Does stretching a film of InAs in its plane really open its band gap, when the same stretch narrows that of GaAs?

Zincblende compounds and their change under an in-plane (epitaxial) stretch of 3 %, computed with Ansatz 0.2.0 (plane-wave PAW, 500 eV cutoff, r2SCAN with spin-orbit coupling). Cells and atoms were relaxed with r2SCAN, the stretched films to zero normal stress. Volumes and distances are those of the unstrained cells; gaps are the least over the k mesh and added k points.

| formula | element on site A | Z A | element on site B | Z B | volume per atom (Å³) | shortest distance (Å) | k mesh | band gap change (eV) | least direct gap change (eV) | unstrained band gap (eV) | energy rise per atom (meV) | unstrained gap kind | free normal strain (%) |
| --- | --- | --- | --- | --- | --- | --- | --- | --- | --- | --- | --- | --- | --- |
| GaN | Ga | 31 | N | 7 | 11.38 | 1.948 | 10×10×10 | -0.349 | -0.349 | 2.165 | 16.3 | direct | -3.37 |
| GaP | Ga | 31 | P | 15 | 20.24 | 2.360 | 8×8×8 | -0.459 | -0.486 | 1.817 | 16.1 | indirect | -2.58 |
| GaAs | Ga | 31 | As | 33 | 22.74 | 2.454 | 8×8×8 | -0.422 | -0.422 | 0.858 | 14.9 | direct | -2.60 |
| GaSb | Ga | 31 | Sb | 51 | 28.82 | 2.655 | 8×8×8 | -0.151 | -0.028 | 0.200 | 13.4 | direct | -2.52 |
| InP | In | 49 | P | 15 | 25.77 | 2.558 | 8×8×8 | -0.319 | -0.319 | 1.000 | 13.0 | direct | -3.41 |
| InAs | In | 49 | As | 33 | 28.50 | 2.645 | 8×8×8 | 0.046 | 0.176 | 0.000 | 11.7 | zero | -3.34 |
| InSb | In | 49 | Sb | 51 | 35.27 | 2.840 | 6×6×6 | 0.073 | 0.156 | 0.000 | 11.1 | zero | -3.28 |

A negative band gap change means that the gap shrinks. It does so in every compound that has a gap before the strain. In InAs and InSb, whose gap starts at zero, it grows instead. The energy rise gives no hint of such a break: it falls steadily from nitride or phosphide to antimonide in both the gallium and the indium compounds, as bonds become longer and softer. The trouble therefore lies in the few electron levels next to the gap.

**What the stretch does to an ordinary gap**

In these compounds the lowest conduction level at Γ, the centre of the Brillouin zone, is built from s orbitals in an antibonding way. The highest valence level is built from p orbitals and holds four states of equal energy, which cubic symmetry keeps together. The stretched film has a larger volume, since it thins too little to make up for its wider plane. Longer bonds make the s level less antibonding, so it sinks.

The change of shape acts on the p level. The bonds tilt towards the plane, the p orbital along the film normal loses some of its bonding, and the four states split into an upper and a lower pair. Measured from the middle of the p level, the s level comes down and the upper p pair goes up, so the gap closes from both sides. This is the standard account of the falls in GaN, GaAs and InP, which amount to 0.3 to 0.4 eV. GaP falls by a similar amount, but its smallest gap is indirect: the conduction minimum lies near X, not in the s level at Γ, and the stretch favours the valley along the film normal.

**Why a gap of exactly zero is a warning**

Suppose now that the calculation puts the s level too low, below the p level. Its two states then fill first, and only two electrons are left for the four p states. Highest filled and lowest empty state now belong to the same level, so the gap is zero however far the s level has sunk. A zero in an unstrained cubic cell of this family thus hides a negative number, the height of the s level above the p level.

The occupations show this order in InAs: a pair of states lies 0.02 eV below the fourfold level. The third p pair, which spin-orbit coupling pushes down by several tenths of an eV, would lie much deeper, so this pair must be the s level. In InSb the evidence is the small entropy term that the electronic smearing adds. A half-filled fourfold level would give 256.7 µeV, and the calculation has 256.8 µeV.

Square cyclobutadiene is a simpler case of the same kind. In the plain orbital picture it has two electrons in two orbitals of equal energy and no gap between filled and empty levels; drawn out into a rectangle, it gains one. The likeness ends there. The molecule distorts of its own accord, whereas the strain of the film is imposed and only states close to Γ are concerned.

**The estimate for InAs**

A model with three levels at Γ makes this quantitative. The s level moves by −8 eV times the relative change of volume. The two p pairs move up and down by 1.8 eV times the difference between in-plane and normal strain. Both constants are rough handbook sizes, used alike for all seven compounds and not adjusted to the table. Energies are counted from the middle of the p level, and the free normal strain of InAs is −3.34 %:

- change of volume: 1.03² × (1 − 0.0334) − 1 = 0.0255
- s level: −0.023 − 8 × 0.0255 ≈ −0.23 eV
- p pairs: ±1.8 × (0.03 + 0.0334) ≈ ±0.114 eV
- gap between the p pairs: 2 × 0.114 ≈ 0.23 eV

The s level lies below both p pairs. The four electrons fill it and the lower p pair, and the gap opens between the two halves of what was one level. On the regular k mesh the calculation finds 0.216 eV. The positive sign in the table is therefore no widening of the usual gap between s and p levels, which has moved further into the negative.

Over all seven compounds the model misses the computed gap at Γ by 0.05 eV (root mean square). The largest miss is in GaP, where it is 0.12 eV too wide; one pair of constants for all compounds and the neglect of the third p pair are both crude. Where spin-orbit coupling is weak, as in GaN, GaP and InP, the third pair is expected to push the upper pair up to twice as far as the model allows, so the small misses in GaN and InP probably owe something to cancelling errors. The model starts from the computed levels, except in InSb. There the entropy term shows only that the s level lies well over 0.1 eV below the p level; the model uses 0.1 eV, and its gap does not depend on this value as long as the order is inverted. Its success therefore supports the order of the levels under strain; it tests neither the starting gap nor the two constants separately. The printed output after this text has the levels row by row.

**GaSb changes sides on the way**

GaSb starts in the normal order, but with a gap of only 0.200 eV. The model lowers its s level by 0.27 eV, which carries it below the upper p pair; whether it also passes the lower one, as in InAs, is too close to call. Its least direct gap changes by just −0.028 eV, against −0.422 eV in GaAs, although the two films are strained almost alike. The reading is that the gap closed and opened again in the inverted order. The orbital character of the strained levels is not at hand, but three signs in the output agree. On the program's energy scale, where all these levels sink as the cell grows, the upper p pair of GaAs ends 0.30 eV below the unstrained p level. In GaSb it is the lowest empty level that ends 0.31 eV below the unstrained p level, where the upper p pair would be expected. The valence maximum also leaves Γ under strain, as it does in InAs and InSb. Finally, the Fermi level lies 1.7 meV above the middle of the gap at Γ, whereas one filled and one empty pair alone would hold it at the middle, as in strained InSb. Together with the entropy term, this is what a second filled pair a few hundredths of an eV below the highest is expected to give. That fits an s level beside the lower p pair; in the normal order the two filled p pairs would lie about 0.2 eV apart.

If so, the band gap change of GaSb is the difference between two unlike states. Dividing it by the strain gives no material constant, and a strain of 1 % could not be read off as a third of it.

**The small strained gaps are unsafe as well**

In strained GaSb, InAs and InSb the valence maximum has moved slightly away from Γ. Theory explains this by the inverted order: away from Γ the filled s and p levels mix and repel each other, and the upper one climbs. The regular mesh steps over this maximum. One added k point near it, the maximum found with PBE and not searched afresh, lowers the gap by 0.13 to 0.17 eV, down to 0.05 to 0.07 eV. The real minimum may be smaller still, so neither the size nor the order of these three gaps should be relied on.

**Where the fault comes from**

r2SCAN makes the gaps too small from the start. Against roughly recalled measured gaps, the shortfall is about 0.4 to 0.6 eV for GaP, GaAs, GaSb and InP, and about 1.1 eV for GaN. A wide gap survives such an error and merely comes out too narrow. InAs and InSb have measured gaps of only about 0.4 and 0.2 eV, so an error of the same size turns the order of their levels over. The failure looks sudden in the table, but the error behind it is common to the whole family.

Two causes are well known. A functional of this kind lacks part of the jump in potential that an added electron should feel. It also places the filled d levels of the metal too high, and these push the p level up towards the s level. The cell contributes too: measured against roughly recalled lattice constants, that of InSb is about 1 % too long and those of GaSb and InAs somewhat less. By the model, 1 % in length costs 0.24 eV of gap, so not all of the shortfall should be charged to the description of the levels.

Spin-orbit coupling is not what is lacking. A warning attached to the data says that it is missing for GaSb and InSb, but both were computed with it, and the half-filled fourfold level of InSb exists only because of it.

**What this means for a stretched layer**

Taken at face value, the table says that stretching widens the gap of InAs. With the roughly recalled measured gap as the start, the ordinary change of −0.32 eV leaves roughly 0.1 eV, so the real gap is expected to narrow strongly. For InSb the same sum comes out slightly below zero, too close to call with such rough constants.

A reader can apply the same test to other zincblende compounds whose smallest gap lies at Γ. If the computed gap before the strain is clearly larger than the ordinary fall, which at Γ is 0.3 to 0.5 eV for the compounds and the strain used here and has to be estimated afresh for other families, the order of the levels survives the stretch and the sign of the change can be trusted. If it is smaller, the levels at Γ must be identified before the change is given a meaning.

The analysis program printed:

```
Gaps in eV and volume change in %:
   row  strained_gap  measured_less_table  volume_change  ordinary_change
   GaN         1.816                1.135          2.515          -0.3158
   GaP         1.358                0.483          3.353          -0.3687
  GaAs         0.436                0.642          3.332          -0.3673
  GaSb         0.049                  0.6          3.417          -0.3727
   InP         0.681                  0.4          2.472          -0.3132
  InAs         0.046                  0.4          2.547          -0.3178
  InSb         0.073                  0.2           2.61          -0.3219
Levels and gaps at Gamma under strain in eV:
   row   s_level  upper_p_level  model_gap  computed_gap      miss
   GaN     1.964         0.1147      1.849         1.817   0.03257
   GaP      2.07         0.1004      1.969         1.852    0.1176
  GaAs    0.5915         0.1008     0.4907        0.4358    0.0549
  GaSb  -0.07332        0.09936     0.1727        0.1931  -0.02045
   InP    0.8022         0.1154     0.6868        0.6812  0.005614
  InAs   -0.2266         0.1141     0.2282        0.2157   0.01258
  InSb   -0.3088          0.113     0.2261        0.2073   0.01878
rms miss of the model gap at Gamma, eV: 0.05191
InAs unstrained, s doublet below p quartet, eV: 0.02288
InSb entropy term of a half-filled quartet, micro-eV: 256.7
InSb entropy term computed, micro-eV: 256.8
InSb extra entropy term if the doublet lay only 0.1 eV below, micro-eV: 7.441
GaSb strained, mesh gap less gap with added k point, eV: 0.1441
InAs strained, mesh gap less gap with added k point, eV: 0.1697
InSb strained, mesh gap less gap with added k point, eV: 0.1343
GaSb rough measured gap plus ordinary change, eV: 0.4273
InAs rough measured gap plus ordinary change, eV: 0.08215
InSb rough measured gap plus ordinary change, eV: -0.1219
gap change for a lattice constant 1 % longer, eV: -0.2424
```
